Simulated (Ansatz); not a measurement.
## Te2Pt, one cell by several methods

```
Te Pt
1.0
     4.01800    0.00000    0.00000
    -2.00900    3.47969    0.00000
     0.00000    0.00000    5.21200
Te Pt
2 1
Direct
  0.33333 0.66667 0.25000
  0.66667 0.33333 0.75000
  0.00000 0.00000 0.00000
```

Atoms are numbered in the order listed.

The geometry is COD entry 1539201, unchecked; take it as a test cell. It is an old determination, and later ones may differ.

No spin–orbit coupling, which matters for the heavy atoms here.

Levels of theory: DFT, PBE, PAW with Ansatz's default frozen-core files, scalar-relativistic (Ansatz 0.2.0); DFT, PBE, all-electron PAW with datasets made for the crystal, scalar-relativistic (Ansatz 0.2.0); DFT, PBE, all-electron LAPW, scalar-relativistic (Ansatz 0.2.0).

For PAW: a Γ-centred 10×10×7 k mesh, Fermi–Dirac smearing of 0.08 eV, cutoff 420 eV, no spin polarisation. The crystal-made all-electron datasets (AE datasets) take a cutoff of 240 eV at this cell. LAPW targets a basis error of 1 meV/atom. The Ansatz runs share mesh, smearing and spin set-up. Plane-wave (PAW) pressures include the program's estimate of the Pulay term.

Stress and pressure are positive in compression.

Levels count from the Fermi level.

| quantity | PAW | AE datasets | LAPW |
| --- | --- | --- | --- |
| pressure (GPa) | 7.86 | 7.86 | 7.86 |
| stress xx (GPa) | 8.34 | 8.35 | 8.35 |
| stress zz (GPa) | 6.90 | 6.90 | 6.90 |
| force on Te1, z (eV/Å) | 0.939 | 0.938 | 0.937 |
| highest filled level at A (eV) | -1.181 | -1.182 | -1.182 |
| lowest empty level at A (eV) | 2.244 | 2.245 | 2.245 |
| highest filled level at Γ (eV) | -0.602 | -0.603 | -0.603 |
| lowest empty level at Γ (eV) | 1.140 | 1.141 | 1.141 |
| highest filled level at M (eV) | -2.941 | -2.942 | -2.942 |
| lowest empty level at M (eV) | 0.220 | 0.220 | 0.220 |

PAW's pressure differs from the LAPW value by about 0.01 GPa or less.
